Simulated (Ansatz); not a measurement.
**Cu3Au (Auricupride) under changes of volume**

One of the cells (13.078 Å³/atom); the others are scaled copies at fixed shape and fractional positions:

```
Au Cu
1.0
     3.74000    0.00000    0.00000
     0.00000    3.74000    0.00000
     0.00000    0.00000    3.74000
Au Cu
1 3
Direct
  0.00000 0.00000 0.00000
  0.50000 0.50000 0.00000
  0.50000 0.00000 0.50000
  0.00000 0.50000 0.50000
```

```yaml
Program: Ansatz 0.2.0
Functional: PBE
Potentials_or_basis: all-electron LAPW, scalar-relativistic
Cutoff: 287 eV (chosen from the basis error)
Basis_error_allowed: 0.001 eV/atom
k_mesh: 7 × 7 × 7
Occupations: fermi-dirac, width 0.05 eV
Spin: no spin polarisation
```

```tsv
volume (Å³/atom)	energy over the lowest point (meV/atom)	pressure (GPa)
12.294	?	?
12.555	33.95	12.5
12.817	16.96	8.5
13.078	6.07	4.9
13.340	0.61	1.8
13.602	0.00	-1.0
13.863	3.70	-3.5
```

**Question.** What does the run at 12.294 Å³/atom give?

**Answer.** Energy over the lowest point 57.83 meV/atom; pressure 17.0 GPa.

Worked out: A Birch-Murnaghan fit of order 3 (a polynomial in V^(-2/3)) to the other rows has its minimum at 13.50 Å³/atom with B0 = V·E''(V) = 143 GPa and B' = 4.8. It gives 57.70 meV/atom at 12.294 Å³/atom, against the run's 57.83, and -dE/dV = 16.8 GPa, against 17.0.

Energies are extrapolated to zero smearing.
